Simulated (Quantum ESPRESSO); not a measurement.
## WC in Quantum ESPRESSO: the effect of target pressure

WC:

```
W C
1.0
     0.00000    2.19268    2.19268
     2.19268    0.00000    2.19268
     2.19268    2.19268    0.00000
W C
1 1
Cartesian
  0.0000 0.0000 0.0000
  2.1927 2.1927 2.1927
```

Measurements of this composition are mostly on another form, of space group No. 187.

Alike in all runs:

* Program: Quantum ESPRESSO 7.5
* Task: phonons
* Functional: LDA
* Potentials or basis: PseudoDojo 0.4.1 SR LDA standard
* Cutoff: 1116 eV
* Density cutoff: 4463 eV
* k mesh: 10 × 10 × 10
* Occupations: cold, width 0.2 eV
* Spin: no spin polarisation

Each run relaxes the cell or the atoms first.

Task: One run gave: relaxed volume 9.84 Å³/atom; highest phonon frequency 496 cm⁻¹. Which target pressure did it use?
A. 20 GPa
B. 10 GPa
C. 5 GPa
D. 0 GPa

Result: B.

| target pressure | relaxed volume (Å³/atom) | highest phonon frequency (cm⁻¹) |
| --- | --- | --- |
| 0 GPa | 10.08 | 465 |
| 5 GPa | 9.96 | 481 |
| 10 GPa | 9.84 | 496 |
| 20 GPa | 9.64 | 523 |

Caveats: the cell is more than 3 GPa from zero pressure, which shifts response properties (some runs).

Runs at the PBE level aren't shown here.
